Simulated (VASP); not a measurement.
## NiO: single point with r2SCAN+U

The system is NiO.

```
Ni O
1.0
    -1.39153    2.41020    2.71613
     2.78306    0.00000    2.71613
     1.39153    2.41020    0.00000
Ni O
2 2
Direct
  0.00000 0.00000 0.00000
  0.50000 0.50000 0.50000
  0.08333 0.41667 0.25000
  0.58333 0.91667 0.75000
```

Measurements of this composition are mostly on another form, of space group No. 225.

```
Program                : VASP 6.6.1
Task                   : single point
Functional             : r2SCAN
Potentials or basis    : VASP PAW PBE potentials, release 64 (Ni, O)
Cutoff                 : 520 eV
k mesh                 : 8 × 8 × 8
Occupations            : gaussian, width 0.05 eV
Spin                   : collinear spin, antiferromagnetic start
Starting moments       : [1.0, -1.0, 0.0, 0.0] μB
Hubbard terms          : Ni d U = 2 eV
Supercell matrix       : [0, 1, 1, 1, 0, 1, 1, 1, 0]
Further INCAR settings : ALGO = Normal; EDIFF = 1e-06
```

- Pressure: 0.1 GPa
- Largest force: 0.170 eV/Å
- Band gap on the k mesh: 1.14 eV
- Net moment: 0.00 μB per cell
- Site moments: Ni +1.67, -1.67; O +0.00 μB
- Valence electrons inside the program's atomic spheres: Ni 8.96; O 5.03

Forces in eV/Å, atoms in the order of the input:
```
Ni   0.147 -0.085  0.000
Ni   0.147 -0.085  0.000
O   -0.147  0.085  0.000
O   -0.147  0.085  0.000
```

Stress tensor (GPa, compression positive):
```
 2.75 -0.24  0.00
-0.24  2.47  0.00
 0.00  0.00 -4.97
```

Levels at points of the mesh, in eV from the valence-band top:
Spin up:
```csv
k point,band 13,band 14,band 15,band 16,band 17,band 18,band 19,band 20
"(0.00, 0.00, 0.00)",-1.99,-1.94,-0.03,0.00,1.43,2.12,2.33,6.16
"(0.50, 0.00, 0.00)",-1.64,-1.64,-1.12,-0.52,1.44,1.94,6.47,6.82
"(0.50, 0.50, 0.00)",-1.70,-1.63,-1.34,-0.81,1.53,2.29,7.05,8.45
"(0.00, 0.00, 0.50)",-2.36,-2.08,-1.02,-0.68,1.64,2.07,8.02,8.10
"(0.50, 0.00, 0.50)",-2.36,-1.44,-1.13,-0.77,1.52,2.74,6.14,7.07
```
Spin down:
| k point | band 14 | band 15 | band 16 | band 17 | band 18 | band 19 |
| --- | --- | --- | --- | --- | --- | --- |
| (0.00, 0.00, 0.00) | -1.94 | -0.03 | 0.00 | 1.43 | 2.12 | 2.33 |
| (0.50, 0.00, 0.00) | -1.64 | -1.12 | -0.52 | 1.44 | 1.94 | 6.47 |
| (0.50, 0.50, 0.00) | -1.63 | -1.34 | -0.81 | 1.53 | 2.29 | 7.05 |
| (0.00, 0.00, 0.50) | -2.08 | -1.02 | -0.68 | 1.64 | 2.07 | 8.02 |
| (0.50, 0.00, 0.50) | -1.44 | -1.13 | -0.77 | 1.52 | 2.74 | 6.14 |

Eigenvalues of the final occupation matrices:
```tsv
site	spin	trace	eigenvalues
site 1 d	1	4.93	0.97 0.97 0.98 1.00 1.00
site 1 d	2	3.28	0.19 0.20 0.96 0.96 0.97
site 2 d	1	3.28	0.19 0.20 0.96 0.96 0.97
site 2 d	2	4.93	0.97 0.97 0.98 1.00 1.00
```

Run time: 6.4 min on 1 thread of Intel(R) Xeon(R) Platinum 8488C (Sapphire Rapids), with other jobs on the host, peak memory 0.25 GiB.

Caveat: the PAW data sets were made with another functional, which shifts forces and pressure a little. A k mesh can miss the band edges.
